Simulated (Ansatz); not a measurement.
AgCl: how strain makes field gradients

```
CELL_PARAMETERS angstrom
0.00000 2.77315 2.77315
2.77315 0.00000 2.77315
2.77315 2.77315 0.00000
ATOMIC_POSITIONS crystal
Ag 0.50000 0.50000 0.50000
Cl 0.00000 0.00000 0.00000
```

Atom numbers follow the list: Ag1, Cl2.

The conventional cell has a = 5.546 Å, b = 5.546 Å, c = 5.546 Å, α = 90.00°, β = 90.00°, γ = 90.00°. Ag (atom 1) is surrounded by 6 Cl at 2.77 Å. Around Cl (atom 2) lie 6 Ag at 2.77 Å.

The cell comes from COD entry 9011666, which wasn't checked; take it as a given geometry.

Method: Ansatz 0.2.0, DFT, PBEsol, all-electron PAW with datasets made for the crystal, scalar-relativistic.

Numerical set-up: a Γ-centred 9×9×9 k mesh, Fermi–Dirac smearing of 0.01 eV, cutoff 260 eV (chosen by the program for this cell), no spin polarisation.

The strain is applied along the Cartesian axes of the cell as listed (the other components stay zero). Fractional coordinates are held (clamped ions).

The columns are Cartesian components of the electric field gradient at the nuclei, in 10²¹ V/m².

No spin–orbit coupling: at heavy atoms the gradients can be off by tens of per cent for that reason.

Only quantities that a quadratic follows smoothly over the whole series are listed; rougher ones are left out.

```tsv
εzz	Vzz at Ag1	Vzz at Cl2
-0.0200	-0.98	1.04
-0.0100	-0.48	0.51
0.0000	0.00	0.00
0.0200	0.91	-0.99
```

Fit the series and give the gradient–strain slopes.

Least-squares fits y = p0 + p1 x + p2 x² to the rows give Vzz at Ag1: p1 = 47.2, p2 = -89; Vzz at Cl2: p1 = -50.7, p2 = 66. The slopes p1 are in 10²¹ V/m² per unit strain, for clamped ions.

One run, at εzz = 0.0100, is withheld. Predict its row.

The fits give 0.46, -0.50; the run gave 0.46, -0.50.
